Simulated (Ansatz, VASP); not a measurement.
## Cross-check of B (zigzag B chain) between VASP and Ansatz

Aim: how closely do two programs agree when they are given the same cell, functional and k mesh? The structure shown is the start of the Ansatz relaxation below; VASP solves that cell, so the two are compared at the walk's first step.

Calculated with Ansatz 0.2.0; plane waves, with VASP 6.6.1 beside it; single point at PBE.

## Step 1: The starting structure

The cell holds 2 atoms: 2 B. Cell: a = 9.000 Å, b = 7.500 Å, c = 2.818 Å, α = 90.0°, β = 90.0°, γ = 90.0°. Vacuum lies along a and b. The structure's axis is c.

## Step 2: Ansatz: relaxation, PBE

Ansatz runs on its default PAW (the set named soft_2) files.

The two programs are compared at the cell with which this relaxation starts, whose forces are those of its first step.

input.yaml

```yaml
crystal:
  lattice:
    - [9.0, 0.0, 0.0]
    - [0.0, 7.5, 0.0]
    - [0.0, 0.0, 2.8183687164]
  atoms:
    - { symbol: B, position: [0.458373521, 0.5, 0.0], spin: 0.3 }
    - { symbol: B, position: [0.541626479, 0.5, 0.5], spin: 0.3 }
magnetization:
  spin_polarized: true
kpoints:
  mp_grid: { grid: [1, 1, 29] }
scf:
  occupations: { method: fermi_dirac, width: 0.05 }
hamiltonian:
  xc: pbe
relax:
  cell: { fix: [a, b, alpha, beta, gamma] }
  max_steps: 60
```

On the command line:

```console
> ansatz run input.yaml --threads 4 --pin off --max-ram 8192MiB --backend cpu --events-out ev --progress --plain --runs-dir out
```

Numbers of over 12 decimals in the logs are rounded to 6 here.

The program printed:

```text
Engine: ansatz 0.2.0, aarch64-unknown-linux-gnu
Pseudopotentials: kind: paw
Pseudopotential: B, paw, valence charge 3, recommended cutoff 420 eV (normal), B.paw.azcp
Functional definition: PBE
  parameter kappa = 0.804
  parameter beta = 0.066725
  exchange = pbe_x(kappa = kappa, mu = beta*pi^2/3)
  correlation = pbe_c(beta = beta)
Crystal: 2 atoms, lattice volume = 190.240 Å³
Basis set: ecut = 420 eV, 3743 PW (Γ), exchange–correlation on 128×108×40 points (8 copies of the dense FFT grid, shifted against one another)
Bands: 8, of which v1, the nominal top of the filled ones, is band 3 counted from 1 (2 counted from 0)
Symmetry: 8 space group operations
Space group: Pmma (ITA 51), of the structure as read, at distance tolerance 5.8e-5 Å
Magnetic group: BNS 51.289 (UNI 387), of the structure as read, at distance tolerance 5.8e-5 Å
k-points: 15 of 29
Non-local potential: B, projectors of the file, l = 0: 2, l = 1: 2, l = 2: 1
PAW form: soft (Blöchl's): semilocal exchange-correlation on the pseudo side does not see the compensation charge
PAW one-centre angular grid: B, 110 points (default); XC on 64 Gauss nodes
Initial density: superposition of atomic densities (neutral atoms: chi_scale 0, normalization atom)
Starting moments: Σ|m| = 0.6 μB on 2 of 2 sites
Initial wavefunctions: pseudopotential atomic-orbital guess
Functional: x = pbe(κ = 0.804, μ = 0.219515), c = pbe(β = 0.066725)
SCF iter   1: F=—  HF=-308.661097 eV  |F-HF|=—  |Δ(HF+E_count)|=         —  Δρ=2.39e-2 (↑1.97e-2 ↓2.39e-2)  dr2=4.53e0  dr2_m=2.07e-2  M=0.233 μB ∫|m|=0.233 μB  β_m=0.30  ethr=3.10e-3  ⟨swp⟩=5.8  Hψ=1996  notcnv=0
preconditioner: auto → LDOS  [metal: Δε(μ)=0.029 eV  Ē_g=10.344 eV  σ=0.050 eV  W_gap=0.14  n_scr=10 (ndim 8)  ℏωp=6.6 eV  f_vac=0.624  D(μ)=1.28/eV (n_scr^D=8)]
spin=Collinear: LDOS preconditioning applied to the charge; magnetization (m = ρ↑ − ρ↓) channel mixes plain (no charge-response kernel on spin).
SCF iter   2: F=—  HF=-307.527901 eV  |F-HF|=—  |Δ(HF+E_count)|=    1.13e0  Δρ=1.50e-2 (↑1.16e-2 ↓1.50e-2)  dr2=1.77e0  dr2_m=1.26e-2  M=0.196 μB ∫|m|=0.196 μB  β_m=0.30  ethr=3.10e-3  ⟨swp⟩=2.6  Hψ=720  notcnv=0  defer=12
SCF iter   3: F=—  HF=-306.871459 eV  |F-HF|=—  |Δ(HF+E_count)|=   6.56e-1  Δρ=5.24e-3 (↑5.16e-3 ↓5.24e-3)  dr2=1.48e-1  dr2_m=2.41e-3  M=0.238 μB ∫|m|=0.238 μB  β_m=0.30  ethr=3.10e-3  ⟨swp⟩=3.2  Hψ=599  notcnv=0  defer=12
SCF iter   4: F=—  HF=-306.968446 eV  |F-HF|=—  |Δ(HF+E_count)|=   9.70e-2  Δρ=5.59e-3 (↑4.84e-3 ↓5.59e-3)  dr2=2.96e-1  dr2_m=2.09e-3  M=0.197 μB ∫|m|=0.197 μB  β_m=0.30  ethr=2.47e-3  ⟨swp⟩=2.1  Hψ=584  notcnv=0  defer=12
SCF iter   5: F=—  HF=-306.916608 eV  |F-HF|=—  |Δ(HF+E_count)|=   5.18e-2  Δρ=3.96e-3 (↑3.96e-3 ↓3.78e-3)  dr2=1.06e-1  dr2_m=1.55e-3  M=0.168 μB ∫|m|=0.168 μB  β_m=0.30  ethr=2.47e-3  ⟨swp⟩=2.6  Hψ=491  notcnv=0  defer=12
SCF iter   6: F=—  HF=-306.891697 eV  |F-HF|=—  |Δ(HF+E_count)|=   2.49e-2  Δρ=9.12e-4 (↑3.60e-4 ↓9.12e-4)  dr2=1.08e-3  dr2_m=4.98e-4  M=0.201 μB ∫|m|=0.201 μB  β_m=1.00  ethr=1.77e-3  ⟨swp⟩=2.7  Hψ=510  notcnv=0  defer=12
SCF iter   7: F=—  HF=-306.895074 eV  |F-HF|=—  |Δ(HF+E_count)|=   3.38e-3  Δρ=8.68e-4 (↑6.96e-4 ↓8.68e-4)  dr2=4.77e-3  dr2_m=8.20e-5  M=0.179 μB ∫|m|=0.179 μB  β_m=0.30  ethr=1.81e-5  ⟨swp⟩=2.4  Hψ=494  notcnv=0  defer=12
SCF iter   8: F=—  HF=-306.894109 eV  |F-HF|=—  |Δ(HF+E_count)|=   9.64e-4  Δρ=3.12e-4 (↑3.12e-4 ↓1.27e-4)  dr2=8.40e-5  dr2_m=7.73e-5  M=0.185 μB ∫|m|=0.185 μB  β_m=1.00  ethr=1.81e-5  ⟨swp⟩=2.0  Hψ=445  notcnv=0  defer=12
SCF iter   9: F=—  HF=-306.894318 eV  |F-HF|=—  |Δ(HF+E_count)|=   2.09e-4  Δρ=1.54e-4 (↑1.54e-4 ↓1.13e-4)  dr2=4.68e-6  dr2_m=3.06e-5  M=0.183 μB ∫|m|=0.183 μB  β_m=1.00  ethr=1.40e-6  ⟨swp⟩=2.1  Hψ=358  notcnv=0  defer=12
SCF iter  10: F=—  HF=-306.894391 eV  |F-HF|=—  |Δ(HF+E_count)|=   7.26e-5  Δρ=9.66e-5 (↑9.66e-5 ↓8.75e-5)  dr2=6.46e-7  dr2_m=1.46e-5  M=0.184 μB ∫|m|=0.184 μB  β_m=1.00  ethr=7.80e-8  ⟨swp⟩=3.0  Hψ=370  notcnv=0  defer=12
SCF iter  11: F=—  HF=-306.894417 eV  |F-HF|=—  |Δ(HF+E_count)|=   2.60e-5  Δρ=6.84e-5 (↑6.84e-5 ↓6.73e-5)  dr2=1.38e-7  dr2_m=8.00e-6  M=0.186 μB ∫|m|=0.186 μB  β_m=1.00  ethr=1.08e-8  ⟨swp⟩=3.5  Hψ=417  notcnv=0  defer=12
SCF iter  12: F=—  HF=-306.894428 eV  |F-HF|=—  |Δ(HF+E_count)|=   1.15e-5  Δρ=6.34e-5 (↑6.34e-5 ↓4.57e-5)  dr2=7.45e-7  dr2_m=5.14e-6  M=0.188 μB ∫|m|=0.188 μB  β_m=1.00  ethr=2.30e-9  ⟨swp⟩=3.2  Hψ=416  notcnv=0  defer=12
SCF iter  13: F=—  HF=-306.894435 eV  |F-HF|=—  |Δ(HF+E_count)|=   6.66e-6  Δρ=4.25e-5 (↑4.18e-5 ↓4.25e-5)  dr2=9.57e-9  dr2_m=3.09e-6  M=0.191 μB ∫|m|=0.191 μB  β_m=1.00  ethr=2.30e-9  ⟨swp⟩=3.3  Hψ=408  notcnv=0  defer=12
SCF iter  14: F=—  HF=-306.894440 eV  |F-HF|=—  |Δ(HF+E_count)|=   4.63e-6  Δρ=4.19e-5 (↑4.19e-5 ↓2.98e-5)  dr2=3.95e-7  dr2_m=2.20e-6  M=0.193 μB ∫|m|=0.193 μB  β_m=1.00  ethr=1.59e-10  ⟨swp⟩=3.5  Hψ=447  notcnv=0  defer=12
[...]
SCF 7 converged in 5 iterations: F = -308.481978 eV  dr2 = 3.93e-12
relax step   7: F+E_penalty+E_count = -308.48197821 eV  Δ(F+E_penalty+E_count) = -4.510e-3 eV  max|allowed force component| = 1.333e-4 eV/Å  Δτ_max = 0.0000 Å  P = +0.037 GPa  Ω = 209.066 Å³  fix = [a, b, alpha, beta, gamma]  reactions: a +0.009, b +0.049 GPa  stress off target by 5.30e-2 GPa on what of the cell is left free  SCF on the basis re-selected at this cell (its energy is not comparable with the rows above)  (5 SCF iters)
[...]
relax step   8: F+E_penalty+E_count = -308.48198182 eV  Δ(F+E_penalty+E_count) = -3.608e-6 eV  max|allowed force component| = 4.958e-6 eV/Å  Δτ_max = 0.0000 Å  P = +0.020 GPa  Ω = 209.162 Å³  energy of the carried Pulay correction = -1.287e-5 eV  fix = [a, b, alpha, beta, gamma]  reactions: a +0.009, b +0.049 GPa  (6 SCF iters, dr2 threshold 7.03e-9 eV, accepted)
[...]
relax step   9: F+E_penalty+E_count = -308.48198446 eV  Δ(F+E_penalty+E_count) = -2.644e-6 eV  max|allowed force component| = 4.974e-6 eV/Å  Δτ_max = 0.0000 Å  P = +0.020 GPa  Ω = 209.162 Å³  fix = [a, b, alpha, beta, gamma]  reactions: a +0.009, b +0.049 GPa  stress off target by 2.05e-3 GPa on what of the cell is left free  SCF on the basis re-selected at this cell (its energy is not comparable with the rows above)  (4 SCF iters)
basis re-selected at this cell: Δ(F+E_penalty+E_count) = -2.644e-6 eV, ΔP = +0.000 GPa vs the last step (what re-selecting the basis moved, of the pressure what is left beyond the Pulay correction that the steps carried, after the strain that the cell walked since its last selection, with what the two solves' SCF thresholds leave and, on support functions, any second-order correction that the steps lacked; it is no m [...]
SCF converged after 4 iterations
an eigenvalue changed by more than its tolerance at an iteration that met the thresholds in force, so the SCF went on 1 time: the last check found none over its tolerance
Magnetization: -0.0000 μB (3.0000 up, 3.0000 down)
Absolute magnetization: 0.0000 μB (∫|ρ↑−ρ↓|, with the PAW one-centre terms)
Spin contamination: 0.0000 ħ² per cell (⟨S²⟩ above its minimum at these occupations)
Per-site moments (μB) at R_I (Å): [(-1.1714817121340042e-7, 0.639105), (-1.1714817121239798e-7, 0.639105)]
Free energy (F): -308.481984 eV
Harris-Foulkes:  -308.481984 eV  (|F-HF|=3.12e-10)
Internal energy: -308.472767 eV  (E = F + TS)
E sigma→0 (E₀):  -308.477376 eV
Entropy (-TS):   -0.009218 eV (-4.609 meV/atom)
Fermi energy:    -4.762331 eV
--- Per-component energies (eV) ---
  E_band       = -52.186459
  E_kinetic    = 87.460122
  E_local      = -405.404752  (includes V_loc(G=0)·N_el)
  E_nonlocal   = 27.145347
  E_hartree    = 156.789893
  E_xc         = -59.288714
  E_vxc        = -69.343375  (∫ρ·V_xc dr)
  E_paw        = -157.440124  (= ΣΔE_a)
  E_vpaw       = -5.623596  (= ΣTr[D̂ρ^β])
  E_aug_tail   = -0.000005  (compensation charges beyond the density's cutoff)
  E_ewald      = 42.265467
  E_smearing   = -0.009218  (= −TS)
  E_closure    = -0.000000  (closes the sum)
  Σ components = -308.481984   (vs F -308.481984, Δ=0.00e0)
--- Forces (eV/Å), atoms counted from 1 ---
  atom   1  B     -0.00000497     0.00000000     0.00000000
  atom   2  B      0.00000497     0.00000000     0.00000000
  max |Σ_I F_I| component: 0.00e0 eV/Å
--- Stress (GPa, compression-positive) ---
        0.009031       0.000000       0.000000
        0.000000       0.048967       0.000000
        0.000000       0.000000       0.002047
  P = ⅓ Tr σ = 0.0200 GPa (0.200 kbar)
--- Relaxed structure (7 steps of the walk, 7 accepted, 2 SCFs on fresh bases) ---
  F+E_penalty+E_count = -308.48198446 eV   max|allowed force component| = 4.974e-6 eV/Å   (the final SCF, on the basis selected at the relaxed cell)
  cell:  # Å, volume = 209.1616 Å³
    - [9.0, 0.0, 0.0]
    - [0.0, 7.5, 0.0]
    - [0.0, 0.0, 3.098691]
  atoms:
    - { symbol: B, position: [0.500000, 0.5, 0.0] }
    - { symbol: B, position: [0.500000, 0.5, 0.5] }
```

## Step 3: VASP: single point, PBE, start cell

The same cell, functional, mesh and smearing now go to VASP, with its own data sets.

Lines of VASP's logs that name or quote its potential files are left out, and so is its time.

INCAR

```
SYSTEM = B
PREC = Accurate
ENCUT = 420
EDIFF = 1E-06
NELM = 200
ISMEAR = -1
SIGMA = 0.05
LREAL = .FALSE.
ALGO = Normal
GGA = PE
NBANDS = 10
ISPIN = 2
MAGMOM = -0 -0
LORBIT = 11
LWAVE = .FALSE.
LCHARG = .FALSE.
ISIF = 2
LASPH = .TRUE.
GGA_COMPAT = .FALSE.
```

POSCAR

```
B
1.0
    9.0000000000      0.0000000000      0.0000000000
    0.0000000000      7.5000000000      0.0000000000
    0.0000000000      0.0000000000      2.8183690000
B
2
Direct
    0.4583735556      0.5000000000      0.0000000000
    0.5416264444      0.5000000000      0.4999998226
```

KPOINTS

```
Automatic mesh
0
Gamma
1 1 29
0 0 0
```

PAW data sets: B (PBE family, release 64).

On the command line:

```console
> mpirun -np 1 vasp_std
```

The program printed:

```text
[banner, memory and clock lines left out]
running    1 mpi-ranks, on    1 nodes
 distrk:  each k-point on    1 cores,    1 groups
 distr:  one band on    1 cores,    1 groups

 POSCAR found type information on POSCAR B
 POSCAR found :  1 types and       2 ions
 LDA part: xc-table for (Slater+PW92), standard interpolation
 POSCAR, INCAR and KPOINTS ok, starting setup
 FFT: planning ... GRIDC
 FFT: planning ... GRID_SOFT
 FFT: planning ... GRID
 WAVECAR not read
 entering main loop
       N       E                     dE             d eps       ncg     rms          rms(c)
DAV:   1     0.208330889119E+02    0.20833E+02   -0.17125E+03   600   0.319E+02
DAV:   2    -0.790889779744E+01   -0.28742E+02   -0.27994E+02   896   0.639E+01
DAV:   3    -0.102646958532E+02   -0.23558E+01   -0.23394E+01   752   0.226E+01
DAV:   4    -0.102845433029E+02   -0.19847E-01   -0.19845E-01   804   0.242E+00
DAV:   5    -0.102846382002E+02   -0.94897E-04   -0.94895E-04   796   0.156E-01    0.632E+00
DAV:   6    -0.887141772424E+01    0.14132E+01   -0.15760E+00   778   0.480E+00    0.326E+00
DAV:   7    -0.851532637754E+01    0.35609E+00   -0.15803E+00   772   0.496E+00    0.133E+00
DAV:   8    -0.850204006250E+01    0.13286E-01   -0.28029E-01   774   0.215E+00    0.945E-01
DAV:   9    -0.847172045797E+01    0.30320E-01   -0.81316E-02   736   0.112E+00    0.284E-01
DAV:  10    -0.847291848267E+01   -0.11980E-02   -0.23150E-03   618   0.259E-01    0.690E-02
DAV:  11    -0.847410121132E+01   -0.11827E-02   -0.12314E-03   602   0.188E-01    0.865E-02
DAV:  12    -0.847469718130E+01   -0.59597E-03   -0.22775E-04   620   0.688E-02    0.237E-02
DAV:  13    -0.847541917748E+01   -0.72200E-03   -0.21335E-04   702   0.606E-02    0.339E-02
DAV:  14    -0.847551347203E+01   -0.94295E-04   -0.16958E-05   648   0.200E-02    0.199E-02
DAV:  15    -0.847562735974E+01   -0.11389E-03   -0.26354E-05   616   0.218E-02    0.342E-03
DAV:  16    -0.847568819537E+01   -0.60836E-04   -0.15591E-05   618   0.153E-02    0.494E-03
DAV:  17    -0.847569121557E+01   -0.30202E-05   -0.90327E-07   660   0.444E-03    0.209E-03
DAV:  18    -0.847569376748E+01   -0.25519E-05   -0.67245E-07   614   0.357E-03    0.105E-03
DAV:  19    -0.847569613580E+01   -0.23683E-05   -0.20534E-07   606   0.178E-03    0.573E-04
DAV:  20    -0.847569684592E+01   -0.71012E-06   -0.64648E-08   610   0.101E-03
   1 F= -.84756968E+01 E0= -.84669761E+01  d E =-.174416E-01  mag=     0.0003
```

OUTCAR, selected parts (step 3):

```text
ion  position               nearest neighbor table
   1  0.458  0.500  0.000-   2 1.60   2 1.60
   2  0.542  0.500  0.500-   1 1.60   1 1.60

  LATTYP: Found a simple orthorhombic cell.
 ALAT       =     2.8183690000
 B/A-ratio  =     2.6611135731
 C/A-ratio  =     3.1933362878

 Subroutine GETGRP returns: Found  8 space group operations
 (whereof  4 operations were pure point group operations)

The static configuration has the point symmetry C_2v.
 The point group associated with its full space group is D_2h.

 Found     15 irreducible k-points:

   k-points           NKPTS =     15   k-points in BZ     NKDIM =     15   number of bands    NBANDS=     10

   dimension x,y,z NGX =    60 NGY =   50 NGZ =   20
   dimension x,y,z NGXF=   120 NGYF=  100 NGZF=   40

   ENCUT  =  420.0 eV  30.87 Ry    5.56 a.u.  15.04 12.53  4.71*2*pi/ulx,y,z

   NELECT =       6.0000    total number of electrons

 k-points in reciprocal lattice and weights: Automatic mesh
   0.00000000  0.00000000  0.00000000       0.034
   0.00000000  0.00000000  0.03448276       0.069
   0.00000000  0.00000000  0.06896552       0.069
   0.00000000  0.00000000  0.10344828       0.069
   0.00000000  0.00000000  0.13793103       0.069
   0.00000000  0.00000000  0.17241379       0.069
   0.00000000  0.00000000  0.20689655       0.069
   0.00000000  0.00000000  0.24137931       0.069
   0.00000000  0.00000000  0.27586207       0.069
[...]
0.00000000  0.00000000  0.44827586       0.069
   0.00000000  0.00000000  0.48275862       0.069

 average (electrostatic) potential at core
       1 -36.5220       2 -36.5220

 E-fermi :  -4.7909

 spin component 1
 k-point     1 :       0.0000    0.0000    0.0000
  band No.  band energies     occupation
      1     -13.3627      1.00000
      2      -6.2477      1.00000
      3      -5.8180      1.00000
      4      -4.6487      0.05501
      5      -1.1502      0.00000
      6       0.9420      0.00000
      7       1.6764      0.00000
      8       1.7464      0.00000
    ...

 k-point     2 :       0.0000    0.0000    0.0345
  band No.  band energies     occupation
      1     -13.3480      1.00000
      2      -6.2360      1.00000
      3      -5.7973      1.00000
      4      -4.7024      0.14552
      5      -1.1392      0.00000
      6       0.9576      0.00000
      7       1.6926      0.00000
      8       1.7595      0.00000
    ...

 k-point     3 :       0.0000    0.0000    0.0690
  band No.  band energies     occupation
      1     -13.3038      1.00000
      2      -6.2034      1.00000
      3      -5.7354      1.00000
      4      -4.8553      0.78377
      5      -1.1075      0.00000
      6       1.0034      0.00000
      7       1.7417      0.00000
      8       1.7972      0.00000
      9       1.9942      0.00000
    ...

 k-point     4 :       0.0000    0.0000    0.1034
  band No.  band energies     occupation
      1     -13.2302      1.00000
      2      -6.1618      1.00000
      3      -5.6324      1.00000
      4      -5.0812      0.99700
      5      -1.0592      0.00000
      6       1.0767      0.00000
      7       1.8247      0.00000
      8       1.8543      0.00000
      9       2.1065      0.00000
    ...

 k-point     5 :       0.0000    0.0000    0.1379
  band No.  band energies     occupation
      1     -13.1273      1.00000
      2      -6.1512      1.00000
      3      -5.4884      1.00000
      4      -5.3210      0.99998
      5      -1.0018      0.00000
      6       1.1731      0.00000
      7       1.9201      0.00000
      8       1.9440      0.00000
      9       2.2613      0.00000
    ...

 k-point     6 :       0.0000    0.0000    0.1724
  band No.  band energies     occupation
      1     -12.9953      1.00000
      2      -6.2748      1.00000
      3      -5.4520      1.00000
      4      -5.3036      0.99996
      5      -0.9475      0.00000
      6       1.2881      0.00000
      7       1.9750      0.00000
      8       2.1035      0.00000
      9       2.4577      0.00000
    ...

  Total       -2.1088023      0.0600535      1.8198956      0.0000000      0.0000000      0.0000000
  in kB      -17.7600764      0.5057635     15.3269392      0.0000000      0.0000000      0.0000000
  external PRESSURE =      -0.6424579 kB  Pullay stress =       0.0000000 kB

  energy-cutoff  :      420.00
  volume of cell :      190.24
      direct lattice vectors                 reciprocal lattice vectors
     9.000000000  0.000000000  0.000000000     0.111111111  0.000000000  0.000000000
     0.000000000  7.500000000  0.000000000     0.000000000  0.133333333  0.000000000
     0.000000000  0.000000000  2.818369000     0.000000000  0.000000000  0.354815143

 POSITION                                       TOTAL-FORCE (eV/Angst)
 -----------------------------------------------------------------------------------
      4.12536      3.75000      0.00000         2.835901      0.000000      0.000000
      4.87464      3.75000      1.40918        -2.835901      0.000000      0.000000
 -----------------------------------------------------------------------------------
    total drift:                               -0.000014     -0.000000      0.000021

  FREE ENERGIE OF THE ION-ELECTRON SYSTEM (eV)
  ---------------------------------------------------
  free  energy   TOTEN  =        -8.4756968459 eV

  energy  without entropy=       -8.4582552889  energy(sigma->0) =       -8.46697607

 total charge
# of ion       s       p       d       tot
------------------------------------------
    1        0.794   1.020   0.000   1.814
    2        0.794   1.020   0.000   1.814
--------------------------------------------------
tot          1.588   2.040   0.000   3.629

 magnetization (x)
# of ion       s       p       d       tot
------------------------------------------
    1        0.000   0.000   0.000   0.000
    2        0.000   0.000   0.000   0.000
--------------------------------------------------
tot          0.000   0.000   0.000   0.000

[... 6 further parts left out ...]
```

## Step 4: Side by side

Forces (eV/Å; atoms numbered as in POSCAR):

```
atom        Ansatz x, y, z          VASP x, y, z
  B1   2.893, 0.000, 0.000   2.836, 0.000, 0.000
  B2  -2.893, 0.000, 0.000  -2.836, 0.000, 0.000
```

The forces differ by 33 meV/Å r.m.s., which is 2.0 % of the r.m.s. force of 1.637 eV/Å (both taken over all components). Moments aren't recorded for both runs of this pair, so they may hold unlike magnetic states.

## Step 5: What came out

```yaml
r_m_s_force_difference_single_point_pbe_start_cell: 2.0 % of the r.m.s. force
```

The r.m.s. force difference is 2.0 % of the r.m.s. force (single point, PBE, start cell), within the 3 % picked in this series as the mark of a large difference. 1 further run of this series is not shown here. Such differences can come from data sets, numerical settings and the points named under the comparisons, not from the functional's error against experiment.

[Lines on the potential files, build, host, timing and source positions are cut from VASP's logs without a mark.]

[Logs are printed without paths, hosts, clocks, repeated set-up lines and the standing remarks that a program may print on its own settings, such as how far it seeks lower states.]

[Hosts, paths, dates, database ids (printed as entryN), source tags and the programs' standing remarks are cut or masked in the printed files.]
